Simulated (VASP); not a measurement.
# KI (Fm-3m) in VASP: settings compared

Aim: see how the results for KI move with the level of theory and the settings. Levels: PBE, r2SCAN. Tasks: relaxation of the atoms, relaxation of cell and atoms.

Program: VASP 6.6.1. These are calculated values, not measurements. Logs are shortened: lines on timing, memory, paths and dates and some standing lists are left out, and cuts for length are marked.

**1. Starting point**

Symmetry: Fm-3m, No. 225, cubic system. Conventional cell: a = 7.066 Å, b = 7.066 Å, c = 7.066 Å, α = 90.00°, β = 90.00°, γ = 90.00°. K (site symmetry m-3m) is surrounded by 6 I at 3.53 Å. I (site symmetry m-3m) has 6 K at 3.53 Å as nearest neighbours.

**2. Relaxation of the atoms, PBE (a relaxed cell with its volume scaled by 1.04)**

Input file INCAR:

```
SYSTEM = KI
PREC     = Accurate       ! precision mode
ENCUT    = 600            ! plane-wave cutoff, eV
EDIFF    = 1E-7           ! SCF threshold, eV
ISMEAR   = 0              ! smearing method
SIGMA    = 0.03           ! smearing width, eV
LREAL    = .FALSE.        ! projectors in reciprocal space
LASPH    = .TRUE.         ! aspherical terms in the spheres
NELM     = 80             ! most SCF steps
ALGO     = Normal         ! electronic algorithm
ISIF     = 2              ! what is computed and relaxed
LWAVE    = .FALSE.        ! write WAVECAR
LCHARG   = .FALSE.        ! write CHGCAR
GGA      = PE             ! functional
IBRION   = 2              ! ionic algorithm
NSW      = 40             ! ionic steps
EDIFFG   = -0.01          ! ionic threshold
```

Input file KPOINTS:

```
Automatic mesh
0
G
  8 8 8
  0 0 0
```

Input file POSCAR:

```
KI                                      
1.0
    0.0000000000      3.6416860548      3.6416860548
    3.6416860548      0.0000000000      3.6416860548
    3.6416860548      3.6416860548      0.0000000000
  K               I             
     1     1
Direct
     0.0000000000000000    0.0000000000000000    0.0000000000000000
     0.5000000000000000    0.5000000000000000    0.5000000000000000
```

Potentials or basis: VASP PAW PBE potentials, release 64 (K_sv, I).

Launch:

```
> cat potpaw_PBE.64/K_sv/POTCAR potpaw_PBE.64/I/POTCAR > POTCAR
> mpirun -np 1 vasp_std > vasp.out
```

OUTCAR:

```text
SYSTEM = KI
   PREC = Accurate
   ENCUT = 600
   EDIFF = 1E-7
   ISMEAR = 0
   LREAL = .FALSE.
   LASPH = .TRUE.
   NELM = 80
   ISIF = 2
   GGA = PE
   IBRION = 2
   NSW = 40
   EDIFFG = -0.01

 ion  position               nearest neighbor table
   1  0.000  0.000  0.000-   2 3.64   2 3.64   2 3.64   2 3.64   2 3.64   2 3.64
   2  0.500  0.500  0.500-   1 3.64   1 3.64   1 3.64   1 3.64   1 3.64   1 3.64

  LATTYP: Found a face centered cubic cell.
 ALAT       =     7.2833721096

  Lattice vectors:

 A1 = (   0.0000000000,   3.6416860548,   3.6416860548)
 A2 = (   3.6416860548,   0.0000000000,   3.6416860548)
 A3 = (   3.6416860548,   3.6416860548,   0.0000000000)

Analysis of symmetry for initial positions (statically):
=====================================================================
 Subroutine PRICEL returns:
 Original cell was already a primitive cell.

 Routine SETGRP: Setting up the symmetry group for a
 face centered cubic supercell.

 Subroutine GETGRP returns: Found 48 space group operations
 (whereof 48 operations were pure point group operations)
 out of a pool of 48 trial point group operations.

The static configuration has the point symmetry O_h .

Analysis of symmetry for dynamics (positions and initial velocities):
=====================================================================
 Subroutine PRICEL returns:
 Original cell was already a primitive cell.

 Routine SETGRP: Setting up the symmetry group for a
 face centered cubic supercell.

 Subroutine GETGRP returns: Found 48 space group operations
 (whereof 48 operations were pure point group operations)
 out of a pool of 48 trial point group operations.

The dynamic configuration has the point symmetry O_h .

 Subroutine INISYM returns: Found 48 space group operations
 (whereof 48 operations are pure point group operations),
 and found     1 'primitive' translations

----------------------------------------------------------------------------------------

                                     Primitive cell

  volume of cell :      96.5912

  direct lattice vectors                    reciprocal lattice vectors
     0.000000000  3.641686055  3.641686055    -0.137299040  0.137299040  0.137299040
     3.641686055  0.000000000  3.641686055     0.137299040 -0.137299040  0.137299040
     3.641686055  3.641686055  0.000000000     0.137299040  0.137299040 -0.137299040

  length of vectors
     5.150121809  5.150121809  5.150121809     0.237808913  0.237808913  0.237808913

  position of ions in fractional coordinates (direct lattice)
     0.000000000  0.000000000  0.000000000
     0.500000000  0.500000000  0.500000000

  ion indices of the primitive-cell ions
   primitive index   ion index
                 1           1
                 2           2

----------------------------------------------------------------------------------------

 KPOINTS: Automatic mesh

Automatic generation of k-mesh.
 Grid dimensions read from file:
 generate k-points for:    8    8    8

 Generating k-lattice:

  Cartesian coordinates                     Fractional coordinates (reciprocal lattice)
    -0.017162380  0.017162380  0.017162380     0.125000000  0.000000000  0.000000000
     0.017162380 -0.017162380  0.017162380     0.000000000  0.125000000  0.000000000
     0.017162380  0.017162380 -0.017162380     0.000000000  0.000000000  0.125000000

  Length of vectors
     0.029726114  0.029726114  0.029726114

  Shift w.r.t. Gamma in fractional coordinates (k-lattice)
     0.000000000  0.000000000  0.000000000

 Subroutine IBZKPT returns following result:
 ===========================================

 Found     29 irreducible k-points:

 Following reciprocal coordinates:
            Coordinates               Weight
  0.000000  0.000000  0.000000      1.000000
  0.125000  0.000000  0.000000      8.000000
  0.250000  0.000000  0.000000      8.000000
  0.375000  0.000000  0.000000      8.000000
  0.500000  0.000000  0.000000      4.000000
  0.125000  0.125000  0.000000      6.000000
[... 16 lines left out ...]
  0.500000  0.250000  0.125000     48.000000
 -0.375000  0.250000  0.125000     24.000000
 [... further k-points ...]
   k-points           NKPTS =     29   k-points in BZ     NKDIM =     29   number of bands    NBANDS=     12
   number of dos      NEDOS =    301   number of ions     NIONS =      2
   total plane-waves  NPLWV =  74088
   dimension x,y,z NGX =    42 NGY =   42 NGZ =   42
   dimension x,y,z NGXF=    84 NGYF=   84 NGZF=   84
   ions per type =               1   1
   NGX,Y,Z   is equivalent  to a cutoff of  13.56, 13.56, 13.56 a.u.
   NGXF,Y,Z  is equivalent  to a cutoff of  27.12, 27.12, 27.12 a.u.
 SYSTEM =  KI
   PREC   = accura    normal or accurate (medium, high low for compatibility)
   ISTART =      0    job   : 0-new  1-cont  2-samecut
   ICHARG =      2    charge: 1-file 2-atom 10-const
   ISPIN  =      1    spin polarized calculation?
   LNONCOLLINEAR =      F non collinear calculations
   LSORBIT =      F    spin-orbit coupling
   LASPH  =      T    aspherical Exc in radial PAW
   ENCUT  =  600.0 eV  44.10 Ry    6.64 a.u.  10.29 10.29 10.29*2*pi/ulx,y,z
   NELM   =     80;   NELMIN=  2; NELMDL= -5     # of ELM steps
   EDIFF  = 0.1E-06   stopping-criterion for ELM
   LREAL  =      F    real-space projection
   EDIFFG = -.1E-01   stopping-criterion for IOM
   NSW    =     40    number of steps for IOM
   IBRION =      2    ionic relax: 0-MD 1-quasi-New 2-CG
   NFREE  =      1    steps in history (QN), initial steepest desc. (CG)
   ISIF   =      2    stress and relaxation
   ISYM   =      2    0-nonsym 1-usesym 2-fastsym
   POTIM  = 0.5000    time-step for ionic-motion
   TEBEG  =    0.0;   TEEND  =   0.0 temperature during run
   PSTRESS=    0.0 pullay stress
   NELECT =      16.0000    total number of electrons
   NUPDOWN=      -1.0000    fix difference up-down
   EMIN   =  10.00;   EMAX   =-10.00  energy-range for DOS
   EFERMI =   0.00;   METHOD = LEGACY
   ISMEAR =     0;   SIGMA  =   0.03  broadening in eV -4-tet -1-fermi 0-gaus
   EFERMI_NEDOS =   21; number of points for ismear=-14 and -15
   IALGO  =     38    algorithm
   IMIX   =      4    mixing-type and parameters
     AMIX     =   0.40;   BMIX     =  1.00
     AMIX_MAG =   1.60;   BMIX_MAG =  1.00
  volume/ion in A,a.u.               =      48.30       325.91
  Fermi-wavevector in a.u.,A,eV,Ry     =   0.899088  1.699030 10.998401  0.808360
  Thomas-Fermi vector in A             =   2.021879
   LORBIT       =      0    0 simple, 1 ext, 2 COOP (PROOUT), +10 PAW based schemes
   GGA     = PE    functional components
   LHFCALC =     F    Hartree Fock is set to
   AEXX    =    0.0000 exact exchange contribution
   IVDW    =     0    specifies the selected vdW correction
   LEPSILON=     F    determine dielectric tensor
   LRPA    =     F    only Hartree local field effects (RPA)
 conjugate gradient relaxation of ions
 non-spin polarized calculation
 Gauss-broadening in eV      SIGMA  =   0.03
  energy-cutoff  :      600.00
  volume of cell :       96.59
 maximum number of plane-waves:      3250
 NGX is ok and might be reduce to    42
   NGX = 21   NGY = 21   NGZ = 21

 number of electron      16.0000001 magnetization

 Free energy of the ion-electron system (eV)
  ---------------------------------------------------
  ext. energy  EPLUGINS =         0.00000000
  ---------------------------------------------------
  free energy    TOTEN  =        -5.56089434 eV

  energy without entropy =       -5.56089434  energy(sigma->0) =       -5.56089434

 E-fermi :  -0.6775     XC(G=0):  -6.8280

 val. band max:       -0.8577663353   @ k =   0.0000   0.0000   0.0000
 cond. band min:       2.9051358096   @ k =   0.0000   0.0000   0.0000
 fundamental gap:      3.7629021449
 Fermi energy:        -0.6775219942

 k-point     1 :       0.0000    0.0000    0.0000
  band No.  band energies     occupation
      1     -29.5327      2.00000
      2     -13.0101      2.00000
      3     -13.0101      2.00000
      4     -13.0101      2.00000
      5     -11.2356      2.00000
      6      -0.8578      2.00000
      7      -0.8578      2.00000
      8      -0.8578      2.00000
      9       2.9051      0.00000
     10       5.6596      0.00000
     11       5.6596      0.00000
     12       5.6596      0.00000

 k-point     2 :       0.1250    0.0000    0.0000
  band No.  band energies     occupation
      1     -29.5325      2.00000
      2     -13.0233      2.00000
      3     -13.0104      2.00000
      4     -13.0104      2.00000
      5     -11.2087      2.00000
      6      -1.0742      2.00000
      7      -0.8998      2.00000
      8      -0.8998      2.00000
      9       3.2521      0.00000
     10       5.5783      0.00000
     11       5.8135      0.00000
     12       5.8135      0.00000

 k-point     3 :       0.2500    0.0000    0.0000
  band No.  band energies     occupation
      1     -29.5321      2.00000
      2     -13.0539      2.00000
      3     -13.0110      2.00000
      4     -13.0110      2.00000
      5     -11.1445      2.00000
      6      -1.5027      2.00000
      7      -0.9971      2.00000
      8      -0.9971      2.00000
      9       3.9626      0.00000
     10       5.6276      0.00000
     11       6.2134      0.00000
     12       6.2134      0.00000
[... 286 lines left out ...]
 k-point    23 :       0.5000    0.2500    0.1250
  band No.  band energies     occupation
      1     -29.5314      2.00000
      2     -13.0673      2.00000
      3     -13.0212      2.00000
      4     -13.0145      2.00000
      5     -11.0884      2.00000
      6      -1.7496      2.00000
      7      -1.2519      2.00000
      8      -1.1443      2.00000
      9       4.9267      0.00000
     10       5.5114      0.00000
     11       6.2387      0.00000
     12       7.1959      0.00000

 k-point    24 :      -0.3750    0.2500    0.1250
  band No.  band energies     occupation
      1     -29.5313      2.00000
      2     -13.0723      2.00000
      3     -13.0215      2.00000
      4     -13.0160      2.00000
      5     -11.0742      2.00000
      6      -1.8006      2.00000
      7      -1.3140      2.00000
      8      -1.1748      2.00000
      9       5.0690      0.00000
     10       5.9072      0.00000
     11       6.1765      0.00000
     12       7.2190      0.00000

 [... further k-points ...]

------------------------ aborting loop because EDIFF is reached ----------------------------------------

  FORCE on cell =-STRESS in cart. coord.  units (eV):
  Direction    XX          YY          ZZ          XY          YZ          ZX
  --------------------------------------------------------------------------------------
  -------------------------------------------------------------------------------------
  Total       -0.2282472     -0.2282472     -0.2282472     -0.0000000      0.0000000      0.0000000
  in kB       -3.7859824     -3.7859824     -3.7859824     -0.0000000      0.0000000      0.0000000
  external PRESSURE =      -3.7859824 kB  Pullay stress =       0.0000000 kB

 VOLUME and BASIS-vectors are now :
 -----------------------------------------------------------------------------
  energy-cutoff  :      600.00
  volume of cell :       96.59
      direct lattice vectors                 reciprocal lattice vectors
     0.000000000  3.641686055  3.641686055    -0.137299040  0.137299040  0.137299040
     3.641686055  0.000000000  3.641686055     0.137299040 -0.137299040  0.137299040
     3.641686055  3.641686055  0.000000000     0.137299040  0.137299040 -0.137299040

 POSITION                                       TOTAL-FORCE (eV/Angst)
 -----------------------------------------------------------------------------------
      0.00000      0.00000      0.00000        -0.000000     -0.000000      0.000000
      3.64169      3.64169      3.64169         0.000000      0.000000      0.000000
 -----------------------------------------------------------------------------------
    total drift:                               -0.000000     -0.000000     -0.000000

  FREE ENERGIE OF THE ION-ELECTRON SYSTEM (eV)
  ---------------------------------------------------
  free  energy   TOTEN  =        -5.5608943396 eV

  energy  without entropy=       -5.5608943396  energy(sigma->0) =       -5.56089434

 reached required accuracy - stopping structural energy minimisation
```

It took 57 s on 1 thread of Intel Xeon Platinum 8488C (Sapphire Rapids), shared host; peak memory 0.27 GiB.

Results:

| Quantity | Value |
| --- | --- |
| Free energy | -5.5609 eV |
| Pressure after relaxing | -0.4 GPa |
| Band gap on the k mesh | 3.76 eV, direct |

Final structure:
```
K I
1.0
     0.00000    3.64169    3.64169
     3.64169    0.00000    3.64169
     3.64169    3.64169    0.00000
K I
1 1
Direct
  0.00000 0.00000 0.00000
  0.50000 0.50000 0.50000
```

Levels at points of the mesh, in eV from the valence-band top:
```
           k point  band 6  band 7  band 8  band 9  band 10  band 11
(0.00, 0.00, 0.00)    0.00    0.00    0.00    3.76     6.52     6.52
(0.50, 0.00, 0.00)   -1.12   -0.27   -0.27    5.42     7.41     7.95
(0.50, 0.50, 0.00)   -0.86   -0.32   -0.32    5.06     5.55     7.99
```

Caveat: the relaxation stopped at its first step, so nothing moved; spin-orbit coupling is left out, which moves the levels of the heavy elements. A k mesh can miss the band edges.

**3. Relaxation of the atoms, PBE (a relaxed cell with its volume scaled by 1.06)**

INCAR is that of step 2.

KPOINTS is that of step 2.

Input file POSCAR:

```
KI                                      
1.0
    0.0000000000      3.6648821327      3.6648821327
    3.6648821327      0.0000000000      3.6648821327
    3.6648821327      3.6648821327      0.0000000000
  K               I             
     1     1
Direct
     0.0000000000000000    0.0000000000000000    0.0000000000000000
     0.5000000000000000    0.5000000000000000    0.5000000000000000
```

Potentials or basis: VASP PAW PBE potentials, release 64 (K_sv, I).

Launch:

```
> cat potpaw_PBE.64/K_sv/POTCAR potpaw_PBE.64/I/POTCAR > POTCAR
> mpirun -np 1 vasp_std > vasp.out
```

It took 53 s on 1 thread of Intel Xeon Platinum 8488C (Sapphire Rapids), shared host; peak memory 0.26 GiB.

It converged, with:

```yaml
Free_energy: -5.5556 eV
Pressure_after_relaxing: -0.5 GPa
Band_gap_on_the_k_mesh: 3.72 eV, direct
```

Final structure:
```
CELL_PARAMETERS angstrom
0.00000 3.66488 3.66488
3.66488 0.00000 3.66488
3.66488 3.66488 0.00000
ATOMIC_POSITIONS crystal
K 0.00000 0.00000 0.00000
I 0.50000 0.50000 0.50000
```

Levels at points of the mesh, in eV from the valence-band top:
```
           k point  band 6  band 7  band 8  band 9  band 10  band 11
(0.00, 0.00, 0.00)    0.00    0.00    0.00    3.72     6.52     6.52
(0.50, 0.00, 0.00)   -1.09   -0.26   -0.26    5.40     7.34     7.91
(0.50, 0.50, 0.00)   -0.84   -0.31   -0.31    5.09     5.51     7.96
```

Caveat: the relaxation stopped at its first step, so nothing moved; spin-orbit coupling is left out, which moves the levels of the heavy elements. A k mesh can miss the band edges.

(Continued in part 2 of 2.)
